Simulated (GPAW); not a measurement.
Sn:

```
CELL_PARAMETERS angstrom
-2.94014 2.94014 1.59930
2.94014 -2.94014 1.59930
2.94014 2.94014 -1.59930
ATOMIC_POSITIONS crystal
Sn 0.00000 0.00000 0.00000
Sn 0.75000 0.25000 0.50000
```

Base run:

```yaml
Program: GPAW 26.7.0
Functional: BLYP
Potentials_or_basis: PAW data sets generated in the run's folder for this functional
Cutoff: 600 eV
Basis: pw
k_mesh: 9 × 9 × 9
Occupations: fermi-dirac, width 0.05 eV
Spin: no spin polarisation
```

Its results: pressure 5.4 GPa.

Q: The run is repeated on the same cell with these changes: functional from BLYP to revPBE; potentials or basis from PAW data sets generated in the run's folder for this functional to the program's PAW data sets (release 1.2.1) made for this functional. What comes out?

A: Pressure 2.2 GPa.
